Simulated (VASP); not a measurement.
**Cd8O7 (a cell with a defect): single point with PBE**

Crystal: Cd8O7 (a cell with a defect).

```
CELL_PARAMETERS angstrom
0.00000 4.71824 4.71824
4.71824 0.00000 4.71824
4.71824 4.71824 0.00000
ATOMIC_POSITIONS crystal
Cd 0.98696 0.00151 0.98705
Cd 0.03519 0.99243 0.46606
Cd 0.99348 0.51738 0.99354
Cd 0.98024 0.50927 0.52093
Cd 0.46604 0.99235 0.03523
Cd 0.50780 0.00316 0.50787
Cd 0.52080 0.50923 0.98036
Cd 0.51405 0.47444 0.51412
O 0.25062 0.27254 0.25072
O 0.23772 0.24788 0.75804
O 0.25061 0.73430 0.25072
O 0.26318 0.74254 0.74336
O 0.75791 0.24804 0.23779
O 0.75024 0.13328 0.75032
O 0.74331 0.74265 0.26319
```

```json
{"Program": "VASP 6.6.1", "Task": "single point", "Functional": "PBE", "Potentials or basis": "VASP PAW PBE potentials, release 64 (Cd, O)", "Cutoff": "520 eV", "k mesh": "3 × 3 × 3", "Occupations": "fermi-dirac, width 0.05 eV", "Spin": "no spin polarisation", "Dipole correction": "no", "Further INCAR settings": "LREAL = Auto; ALGO = Fast; EDIFF = 1e-06; NBANDS = 82"}
```

The pressure is 5.8 GPa and the largest force is 1.170 eV/Å. The band gap on the k mesh is 0.82 eV, indirect (least direct gap 1.10 eV).

Forces in eV/Å, atoms in the order of the input:
```
Cd  -0.006  0.052 -0.006
Cd   0.008 -0.001 -0.217
Cd  -0.110  0.046 -0.110
Cd   0.032  0.000 -0.018
Cd  -0.216 -0.001  0.007
Cd  -0.111 -0.046 -0.111
Cd  -0.018  0.000  0.032
Cd  -0.005 -0.059 -0.005
O   -0.058 -0.001 -0.057
O   -0.100  0.028 -0.058
O   -0.027  0.001 -0.027
O   -0.056 -0.029 -0.099
O   -0.059  0.028 -0.101
O    0.826  0.010  0.828
O   -0.100 -0.028 -0.058
```

Stress tensor (GPa, compression positive):
```
 6.26  0.00 -1.02
 0.00  4.96  0.00
-1.02  0.00  6.27
```

Levels at points of the mesh, in eV from the valence-band top:
| k point | band 67 | band 68 | band 69 | band 70 | band 71 | band 72 |
| --- | --- | --- | --- | --- | --- | --- |
| (0.00, 0.00, 0.00) | -1.42 | -1.42 | -1.36 | 0.82 | 2.04 | 2.48 |

It took 4.6 min on 1 thread of Intel(R) Xeon(R) 6975P-C (Granite Rapids), on a shared host, peak memory 0.43 GiB.

Expect the measured gap to be larger: semilocal functionals such as PBE lack the derivative discontinuity.
